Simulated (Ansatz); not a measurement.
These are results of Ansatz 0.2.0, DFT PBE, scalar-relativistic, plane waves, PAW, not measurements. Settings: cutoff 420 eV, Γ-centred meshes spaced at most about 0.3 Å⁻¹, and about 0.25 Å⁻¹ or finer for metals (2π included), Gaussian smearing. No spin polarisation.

Temperature and zero-point effects are left out.

Compare these two cells of Be7S, each relaxed at this level.

A.

```
Be S
1.0
     6.78501    0.00000    0.00000
     0.00000    2.19126    2.64255
     0.00000   -2.19126    2.64255
Be S
7 1
Direct
  0.50000 0.76304 0.76304
  0.50000 0.22028 0.22028
  0.69995 0.73277 0.25109
  0.30005 0.73277 0.25109
  0.30005 0.25109 0.73277
  0.69995 0.25109 0.73277
  0.00000 0.57635 0.57635
  0.00000 0.97254 0.97254
```

B.

```
Be S
1.0
     2.20909   -2.47456    0.00000
     2.20909    2.47456    0.00000
     0.00000    0.00000    7.00685
Be S
7 1
Direct
  0.76192 0.23808 0.50000
  0.23808 0.76192 0.50000
  0.74352 0.74352 0.29809
  0.74352 0.74352 0.70191
  0.25648 0.25648 0.70191
  0.25648 0.25648 0.29809
  0.50000 0.50000 0.00000
  0.00000 0.00000 0.00000
```

Problem. Which is lower in energy, and by how much?

Solution. A is lower, by 26 meV/atom. A has space group Amm2 (No. 38), 9.8 Å³/atom and no gap on its mesh; B has space group Cmmm (No. 65), 9.6 Å³/atom and no gap. Counting Be atoms around S (those within 1.25 times the shortest such distance or 1.15 times the sum of covalent radii), A has S 7 and B has S 8. Even the lower one lies +0.13 eV/atom against the reference forms of the elements (uncorrected), so neither is stable at this level. In A, Be on a site of symmetry mm2 is surrounded by 10 Be at 2.14–2.24 Å and 1 Be at 2.42 Å; around Be on a second site of symmetry mm2 lie 10 Be at 2.14–2.24 Å and 1 Be at 2.42 Å; S is surrounded by 1 Be at 2.09 Å and 6 Be at 2.26–2.33 Å; 2 more sites not described. In B, Be on a site of symmetry m2m has 10 Be at 2.16–2.21 Å, 1 Be at 2.36 Å and 1 Be at 2.59 Å; Be on a site of symmetry m is surrounded by 9 Be at 2.15–2.48 Å, 1 S at 2.38 Å and 1 Be at 2.83 Å; around S lie 2 Be at 2.21 Å and 6 Be at 2.38–2.47 Å; 1 more site not described. Origin: A, invented, then shaken at random and relaxed again; B, invented.

For metals, differences of a few meV/atom aren't resolved. Cells relaxed within their symmetry can be saddle points.
